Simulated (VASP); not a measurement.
ZnSe: relaxation of cell and atoms with r2SCAN

ZnSe:

```
Zn Se
1.0
     0.00000    2.83380    2.83380
     2.83380    0.00000    2.83380
     2.83380    2.83380    0.00000
Zn Se
1 1
Direct
  0.00000 0.00000 0.00000
  0.25000 0.25000 0.25000
```

* Program: VASP 6.6.1
* Task: relaxation of cell and atoms
* Functional: r2SCAN
* Potentials or basis: VASP PAW PBE potentials, release 64 (Zn, Se)
* Cutoff: 600 eV
* k mesh: 8 × 8 × 8
* Occupations: gaussian, width 0.02 eV
* Spin: no spin polarisation
* Further INCAR settings: ALGO = Normal; EDIFF = 1e-07; IBRION = 2; EDIFFG = -0.004; NSW = 80; ISIF = 3

```yaml
Pressure_after_relaxing: 0.0 GPa
Band_gap_on_the_k_mesh: 1.87 eV, direct
```

Final structure:
```
CELL_PARAMETERS angstrom
0.00000 2.83380 2.83380
2.83380 0.00000 2.83380
2.83380 2.83380 0.00000
ATOMIC_POSITIONS crystal
Zn 0.00000 0.00000 0.00000
Se 0.25000 0.25000 0.25000
```

Levels at points of the mesh, in eV from the valence-band top:
```
           k point  band 6  band 7  band 8  band 9  band 10  band 11  band 12  band 13
(0.00, 0.00, 0.00)   -6.29    0.00    0.00    0.00     1.87     6.32     6.32     6.32
(0.50, 0.00, 0.00)   -6.13   -5.30   -0.88   -0.88     3.05     6.87     6.87     9.07
(0.50, 0.50, 0.00)   -6.11   -4.79   -2.23   -2.23     3.34     3.87    11.51    12.07
```

Run time: 43 s on 1 thread of Intel(R) Xeon(R) Platinum 8559C (Emerald Rapids), with other jobs on the host, peak memory 0.19 GiB.

Caveat: the relaxation stopped at its first step, so nothing moved; the PAW data sets were made with another functional, which shifts forces and pressure a little. r2SCAN opens gaps a little over a GGA but as a rule still falls short of measured ones.
